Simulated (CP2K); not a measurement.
# InAs (F-43m) in CP2K: single point with PBEsol

Aim: the single point of InAs with PBEsol.

Everything below comes from runs of CP2K 2026.2. Logs are shortened: lines on timing, memory, paths and dates and some standing lists are left out, and cuts for length are marked.

**What was measured.**

From a printed reference work, data compilation, for a bulk crystal of InAs at 4.2 K: band gap 0.418 eV (direct).

The runs below are set against these values where they give the same quantity.

## Step 1: The crystal as given

The structure is cubic, space group F-43m (No. 216). Conventional cell: a = 6.036 Å, b = 6.036 Å, c = 6.036 Å, α = 90.00°, β = 90.00°, γ = 90.00°. Around In (site symmetry -43m) lie 4 As at 2.61 Å. Around As (site symmetry -43m) lie 4 In at 2.61 Å.

## Step 2: Single point, PBEsol

Input file inas_scf.inp:

```
&GLOBAL
  PROJECT inas_scf
  RUN_TYPE ENERGY_FORCE
  PRINT_LEVEL LOW
&END GLOBAL
&FORCE_EVAL
  METHOD QS
  STRESS_TENSOR ANALYTICAL
  &DFT
    BASIS_SET_FILE_NAME BASIS_MOLOPT_UZH
    POTENTIAL_FILE_NAME POTENTIAL_UZH
    &MGRID
      CUTOFF 450
      REL_CUTOFF 60
      NGRIDS 5
    &END MGRID
    &QS
      METHOD GPW
      EPS_DEFAULT 1.0E-10
    &END QS
    &KPOINTS
      SCHEME MONKHORST-PACK 8 8 8
      GAMMA_CENTERED T
      SYMMETRY T
      SYMMETRY_BACKEND SPGLIB
    &END KPOINTS
    &SCF
      SCF_GUESS ATOMIC
      EPS_SCF 1.0E-6
      MAX_SCF 100
      ADDED_MOS 10
      CHOLESKY OFF
      EPS_EIGVAL 1.0E-7
      &DIAGONALIZATION ON
        ALGORITHM STANDARD
      &END DIAGONALIZATION
      &MIXING ON
        METHOD BROYDEN_MIXING
        ALPHA 0.4
        BETA 1.5
        NBUFFER 8
      &END MIXING
      &SMEAR ON
        METHOD GAUSSIAN
        SIGMA [eV] 0.05
      &END SMEAR
    &END SCF
    &XC
      &XC_FUNCTIONAL
        &GGA_X_PBE_SOL
        &END GGA_X_PBE_SOL
        &GGA_C_PBE_SOL
        &END GGA_C_PBE_SOL
      &END XC_FUNCTIONAL
    &END XC
    &PRINT
      &KPOINTS ON
      &END KPOINTS
      &MULLIKEN ON
      &END MULLIKEN
      &MO ON
        ENERGIES T
        OCCUPATION_NUMBERS T
        &EACH
          QS_SCF 0
        &END EACH
        ADD_LAST NUMERIC
      &END MO
    &END PRINT
  &END DFT
  &SUBSYS
    &CELL
      A 4.2680965312 0.0000000000 0.0000000000
      B 2.1340482656 3.6962800219 0.0000000000
      C 2.1340482656 1.2320933406 3.4848862248
      PERIODIC XYZ
    &END CELL
    &COORD
      SCALED
      In  0.0000000000 0.0000000000 0.0000000000
      As  0.7500000000 0.7500000000 0.7500000000
    &END COORD
    &KIND In
      BASIS_SET TZVP-MOLOPT-PBE-GTH-q13
      POTENTIAL GTH-PBE-q13
    &END KIND
    &KIND As
      BASIS_SET TZVP-MOLOPT-PBE-GTH-q5
      POTENTIAL GTH-PBE-q5
    &END KIND
    &PRINT
      &ATOMIC_COORDINATES ON
      &END ATOMIC_COORDINATES
      &CELL ON
      &END CELL
    &END PRINT
  &END SUBSYS
  &PRINT
    &FORCES ON
    &END FORCES
    &STRESS_TENSOR ON
    &END STRESS_TENSOR
  &END PRINT
&END FORCE_EVAL
```

Potentials or basis: POTENTIAL_UZH In GTH-PBE-q13, As GTH-PBE-q5; TZVP-MOLOPT-PBE-GTH basis.

Run with:

```sh
$ OMP_NUM_THREADS=1 cp2k.psmp -i inas_scf.inp -o inas_scf.out
```

inas_scf.out:

```text

 CP2K| version string:                                       CP2K version 2026.2
 CP2K| Input file name                                              inas_scf.inp

 GLOBAL| Force Environment number                                              1
 GLOBAL| Basis set file name                                    BASIS_MOLOPT_UZH
 GLOBAL| Potential file name                                       POTENTIAL_UZH
 GLOBAL| MM Potential file name                                     MM_POTENTIAL
 GLOBAL| Coordinate file name                                      __STD_INPUT__
 GLOBAL| Method name                                                        CP2K
 GLOBAL| Project name                                                   inas_scf
 GLOBAL| Run type                                                   ENERGY_FORCE
 GLOBAL| FFT library                                                       FFTW3
[... 8 lines left out ...]
 GLOBAL| CPU model name                                                  UNKNOWN

 CELL| Volume [angstrom^3]:                                            54.977844
 CELL| Vector a [angstrom]:       4.268     0.000     0.000   |a| =     4.268097
 CELL| Vector b [angstrom]:       2.134     3.696     0.000   |b| =     4.268097
 CELL| Vector c [angstrom]:       2.134     1.232     3.485   |c| =     4.268097
 CELL| Angle (b,c), alpha [degree]:                                    60.000000
 CELL| Angle (a,c), beta  [degree]:                                    60.000000
 CELL| Angle (a,b), gamma [degree]:                                    60.000000
 CELL| Numerically orthorhombic:                                              NO
 CELL| Periodicity                                                           XYZ

 CELL_REF| Volume [angstrom^3]:                                        54.977844
 CELL_REF| Vector a [angstrom     4.268     0.000     0.000   |a| =     4.268097
 CELL_REF| Vector b [angstrom     2.134     3.696     0.000   |b| =     4.268097
 CELL_REF| Vector c [angstrom     2.134     1.232     3.485   |c| =     4.268097
 CELL_REF| Angle (b,c), alpha [degree]:                                60.000000
 CELL_REF| Angle (a,c), beta  [degree]:                                60.000000
 CELL_REF| Angle (a,b), gamma [degree]:                                60.000000
 CELL_REF| Numerically orthorhombic:                                          NO
 CELL_REF| Periodicity                                                       XYZ
[... 10 lines left out ...]

  Total number of            - Atomic kinds:                                   2
                             - Atoms:                                          2
                             - Shell sets:                                     2
                             - Shells:                                        17
                             - Primitive Cartesian functions:                 10
                             - Cartesian basis functions:                     58
                             - Spherical basis functions:                     51

  Maximum angular momentum of- Orbital basis functions:                        3
                             - Local part of the GTH pseudopotential:          0
                             - Non-local part of the GTH pseudopotential:      4

 MODULE QUICKSTEP: ATOMIC COORDINATES IN ANGSTROM

   Atom Kind Element         X             Y             Z       Z(eff)     Mass
      1    1 In   49      0.000000      0.000000      0.000000  13.0000 114.8180
      2    2 As   33      6.402145      3.696280      2.613665   5.0000  74.9216

 SCF PARAMETERS         Density guess:                                    ATOMIC
[... 9 lines left out ...]
                        --------------------------------------------------------
                        level_shift [a.u.]:                             0.000000
                        added MOs                                        10    0
                        --------------------------------------------------------
                        Mixing method:                            BROYDEN_MIXING
                                                charge density mixing in g-space
                        --------------------------------------------------------
                        Smear method:                                   GAUSSIAN
                        Smearing width (sigma) [a.u.]:                  1.84E-03
                        Accuracy threshold:                             1.00E-10
                        --------------------------------------------------------
                        No outer SCF

 *******************************************************************************
                                    Kpoints
 *******************************************************************************
 BRILLOUIN| K-point scheme                                        Monkhorst-Pack
 BRILLOUIN| K-Point grid                                             8    8    8
 BRILLOUIN| Gamma-centered k-point mesh                                     ON
 BRILLOUIN| K-point symmetry accuracy                               0.100000E-05
 BRILLOUIN| K-Point point group symmetrization                                ON
 BRILLOUIN| Symmetry backend                                             SPGLIB
 BRILLOUIN| Symmetry reduction method                                    SPGLIB
 BRILLOUIN| Wavefunction type                                            COMPLEX
 BRILLOUIN| List of Kpoints [2 Pi/Bohr]                                       29
 BRILLOUIN| Number           Weight            X              Y              Z
 BRILLOUIN|     1           0.01562       -0.37500       -0.37500       -0.37500
 BRILLOUIN|     2           0.04688       -0.37500       -0.37500       -0.25000
 BRILLOUIN|     3           0.04688       -0.37500       -0.37500       -0.12500
 BRILLOUIN|     4           0.01172       -0.37500       -0.37500        0.00000
 BRILLOUIN|     5           0.04688       -0.37500       -0.37500        0.12500
 BRILLOUIN|     6           0.02344       -0.37500       -0.37500        0.25000
[... 21 lines left out ...]
 BRILLOUIN|    28           0.00781        0.00000        0.00000        0.50000
 BRILLOUIN|    29           0.00586        0.00000        0.50000        0.50000
 *******************************************************************************

 Extrapolation method: initial_guess

 Number of electrons:                                                         18
 Number of occupied orbitals:                                                  9
 Number of molecular orbitals:                                                19

 Number of orbital functions:                                                 51
 Number of independent orbital functions:                                     51

 SCF WAVEFUNCTION OPTIMIZATION

  Step     Update method      Time    Convergence         Total energy    Change
  ------------------------------------------------------------------------------
     1 NoMix/Diag. 0.40E+00    3.1     1.06150777       -62.6302907699 -6.26E+01
     2 Broy./Diag. 0.40E+00    3.0     0.03732218       -62.7322642169 -1.02E-01
     3 Broy./Diag. 0.40E+00    3.0     0.09493378       -62.5666332315  1.66E-01
     4 Broy./Diag. 0.40E+00    3.0     0.00653847       -62.5044605151  6.22E-02
     5 Broy./Diag. 0.40E+00    3.0     0.00342930       -62.5312361976 -2.68E-02
     6 Broy./Diag. 0.40E+00    3.0     0.00349972       -62.5333377362 -2.10E-03
     7 Broy./Diag. 0.40E+00    3.0     0.00068360       -62.5334957788 -1.58E-04
     8 Broy./Diag. 0.40E+00    3.0     0.00096817       -62.5362740483 -2.78E-03
     9 Broy./Diag. 0.40E+00    3.0     0.00017185       -62.5381790682 -1.91E-03
    10 Broy./Diag. 0.40E+00    3.0     0.00005284       -62.5382905552 -1.11E-04
    11 Broy./Diag. 0.40E+00    3.0     0.00004129       -62.5382109683  7.96E-05
    12 Broy./Diag. 0.40E+00    3.0     0.00000676       -62.5381699863  4.10E-05
    13 Broy./Diag. 0.40E+00    3.0     0.00000293       -62.5381610104  8.98E-06
    14 Broy./Diag. 0.40E+00    3.0     0.00000070       -62.5381577635  3.25E-06

  *** SCF run converged in    14 steps ***

  Electronic density on regular grids:        -17.9999999976        0.0000000024
  Core density on regular grids:               17.9999999975       -0.0000000025
  Total charge density on r-space grids:       -0.0000000001
  Total charge density g-space grids:          -0.0000000001

  Overlap energy of the core charge distribution:               0.00000000155519
  Self energy of the core charge distribution:               -103.50942136637683
  Core Hamiltonian energy:                                     31.14482605303608
  Hartree energy:                                              18.74962893162634
  Exchange-correlation energy:                                 -8.92318584717040
  Smearing free energy correction:                             -0.00000553616829
  Fermi energy:                                                 0.16506012601333

  Total energy:                                               -62.53815776349791
  Total energy (extrapolated to sigma->0):                    -62.53815499541376

 MO| EIGENVALUES AND OCCUPATION NUMBERS FOR K POINT 1
 MO|
 MO|  Index      Eigenvalue [a.u.]        Eigenvalue [eV]             Occupation
 MO|      1              -0.368922             -10.038865               2.000000
 MO|      2              -0.363781              -9.898972               2.000000
 MO|      3              -0.363781              -9.898971               2.000000
 MO|      4              -0.359669              -9.787089               2.000000
 MO|      5              -0.359669              -9.787088               2.000000
 MO|      6              -0.230827              -6.281120               2.000000
[... 11 lines left out ...]
 MO|     18               0.713431              19.413445               0.000000
 MO|     19               0.713433              19.413503               0.000000
 MO| Sum:                                                              18.000000
 MO| E(Fermi):            0.165060 a.u.          4.491514 eV
 MO| Band gap:            0.067499 a.u.          1.836752 eV
[... 315 lines left out ...]
 MO|  Index      Eigenvalue [a.u.]        Eigenvalue [eV]             Occupation
 MO|      1              -0.369774             -10.062072               2.000000
 MO|      2              -0.363354              -9.887355               2.000000
 MO|      3              -0.362953              -9.876441               2.000000
 MO|      4              -0.360244              -9.802750               2.000000
 MO|      5              -0.359492              -9.782273               2.000000
 MO|      6              -0.219343              -5.968615               2.000000
[... 11 lines left out ...]
 MO|     18               0.715371              19.466223               0.000000
 MO|     19               0.743460              20.230584               0.000000
 MO| Sum:                                                              18.000000
 MO| E(Fermi):            0.165060 a.u.          4.491514 eV
 MO| Band gap:            0.158461 a.u.          4.311945 eV

 [... the levels of further k-points ...]

 !-----------------------------------------------------------------------------!
                     Mulliken Population Analysis

 #  Atom  Element  Kind  Atomic population                           Net charge
       1     In       1         12.927242                              0.072758
       2     As       2          5.072758                             -0.072758
 # Total charge                             18.000000                  0.000000

 !-----------------------------------------------------------------------------!

 ENERGY| Total FORCE_EVAL ( QS ) energy [hartree]            -62.538154652167016

 FORCES| Atomic forces [hartree/bohr]
 FORCES|   Atom     x               y               z               |f|
 FORCES|      1  1.15391571E-09  1.91331951E-08  3.27568555E-08   3.79528952E-08
 FORCES|      2 -1.81691710E-09 -1.95152699E-08 -3.30287669E-08   3.84063327E-08
 FORCES| Sum    -6.63001389E-10 -3.82074866E-10 -2.71911477E-10
 FORCES| Total atomic force                                       8.12088601E-10

 STRESS| Analytical stress tensor [bar]
 STRESS|                        x                   y                   z
 STRESS|      x        2.84880409122E+04  -1.46145706803E-01  -9.40920760173E-02
 STRESS|      y       -1.46145706803E-01   2.84882765958E+04  -3.31388954659E-02
 STRESS|      z       -9.40920760173E-02  -3.31388954659E-02   2.84884153625E+04
 STRESS| 1/3 Trace                                             2.84882442901E+04
 STRESS| Determinant                                           2.31204910863E+13

 STRESS| Eigenvectors and eigenvalues of the analytical stress tensor [bar]
 STRESS|                        1                   2                   3
 STRESS| Eigenvalues   2.84879498711E+04   2.84883453027E+04   2.84884376966E+04
 STRESS|      x           0.884718676342     -0.402255223856     -0.235507109471
 STRESS|      y           0.416888319077      0.908853742956      0.013747848285
 STRESS|      z           0.208511374146     -0.110343141135      0.971775384570
```

Wall time 50 s (1 thread of Arm Neoverse V2, shared host); peak memory 0.35 GiB.

What came out:

- Free energy: -1701.7497 eV
- Pressure: 2.8 GPa
- Band gap on the k mesh: none (metal or under the smearing width)
- Mulliken charges: In +0.07; As -0.07 e

Caveat: Mulliken charges move with the basis; the potentials were made for another functional, which shifts forces and pressure; the basis of atomic orbitals isn't converged, which shifts pressures, moduli and gaps.

## Step 3: How close it comes

Step 2. Measured gap of InAs: 0.418 eV (direct; 4.2 K; a printed reference work, data compilation). This calculation gives 0.00 eV (-0.42 eV). Spin-orbit coupling on As, In is left out. The value is that of PBEsol in an atomic basis (POTENTIAL_UZH In GTH-PBE-q13, As GTH-PBE-q5; TZVP-MOLOPT-PBE-GTH basis), whose error adds to the functional's, on a finite k mesh, which can miss the band edges, without temperature or zero-point motion. Semilocal functionals fall short of measured gaps as a rule.
